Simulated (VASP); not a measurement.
## CdI2 (1T (CdI2) bulk): one HSE06 single-point calculation in two programs

```
Cd I
1.0
     4.24701    0.00000    0.00000
    -2.12350    3.67802    0.00000
     0.00000    0.00000    6.89503
Cd I
1 2
Cartesian
  0.0000 0.0000 0.0000
  0.0000 2.4520 1.7196
  2.1235 1.2260 5.1755
```

Datasets and cutoffs are each program's own. VASP's cell holds 26 valence electrons and Ansatz's 54. Ansatz's stress includes a Pulay correction; VASP's doesn't.

Cutoffs: 520 eV in VASP, 420 eV in Ansatz. k meshes: 6×6×4 and 6×6×4.

|  | VASP | Ansatz |
| --- | --- | --- |
| gap between bands v and c | 3.32 eV | 3.32 eV |
| least direct gap | 3.62 eV | 3.65 eV |
| pressure | 0.9 GPa | 0.8 GPa |
| largest force | 0.06 eV/Å | 0.08 eV/Å |

Band v is the last that the valence electrons fill when counted band by band, and c is the next. Levels in eV from the top of v, Ansatz:

```
point    v−1      v     c   c+1
    Γ  -0.17  -0.17  3.48  5.40
    M  -0.74  -0.15  3.60  5.96
    K  -1.17  -1.17  3.65  8.07
    A  -0.02  -0.02  4.64  5.46
    L  -0.55  -0.48  3.32  5.85
    H  -0.32  -0.32  4.48  6.50
```

VASP:

| point | v−1 | v | c | c+1 |
| --- | --- | --- | --- | --- |
| Γ | -0.17 | -0.16 | 3.45 | 5.40 |
| M | -0.74 | -0.16 | 3.60 | 5.96 |
| K | -1.17 | -1.17 | 3.65 | 8.07 |
| A | -0.02 | -0.02 | 4.62 | 5.45 |
| L | -0.55 | -0.48 | 3.32 | 5.85 |
| H | -0.32 | -0.32 | 4.48 | 6.49 |

Forces (eV/Å), VASP:

```tsv
atom	Fx	Fy	Fz
Cd	0.000	0.000	0.000
I	0.000	0.000	-0.064
I	0.000	0.000	0.064
```

Ansatz:

```json
{"atom": "Cd", "Fx": "0.000", "Fy": "0.000", "Fz": "0.000"}
{"atom": "I", "Fx": "0.000", "Fy": "0.000", "Fz": "-0.079"}
{"atom": "I", "Fx": "0.000", "Fy": "0.000", "Fz": "0.079"}
```
